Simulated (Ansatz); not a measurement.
Results of r²SCAN (PAW; Ansatz, a program for electronic structure) for zinc-blende AlSb.

Numerical settings: plane-wave cutoff 560 eV, 10×10×10 k mesh, Fermi–Dirac smearing 0.01 eV, scalar-relativistic PAW data made under PBE.

Energies at three volumes about the minimum:

```csv
V (Å³/atom),E − E_lowest (meV/atom)
28.875,2.13
29.464,0.00
30.053,1.97
```

**Question.** Fit a parabola by hand: where is the minimum, what lattice constant follows, and what is the bulk modulus?

**Answer.** Slopes: (0.00 − 2.13)/(29.464 − 28.875) = -3.616 and (1.97 − 0.00)/(30.053 − 29.464) = 3.345 meV/Å³. Curvature E″ = 2 × (3.345 − (-3.616))/(30.053 − 28.875) = 11.818 meV/Å⁶. From the middle of the first interval, the slope vanishes at V0 = 29.1695 − (-3.616)/11.818 = 29.475 Å³/atom. B = V0 E″ = 29.475 × 11.818 meV/Å³ × 0.1602 GPa per meV/Å³ = 55.8 GPa. With 8 atoms in the cube, a = (8 × 29.475)^(1/3) = 6.178 Å. The full Birch–Murnaghan fit to all volumes gives V0 = 29.465 Å³/atom and B0 = 55.7 GPa.

Measured, for comparison: bulk modulus 58.2 GPa (temperature not stated, not corrected to a static lattice; as tabulated in Toher et al. (2017), arXiv:1611.05714); lattice constant a 6.128 Å (low temperature, thermal expansion removed or low-temperature value; zero-point expansion not removed; as tabulated in Zhang et al. (2018), doi:10.1088/1367-2630/aac7f0). Computed (rounded) less measured: bulk modulus -4 %.
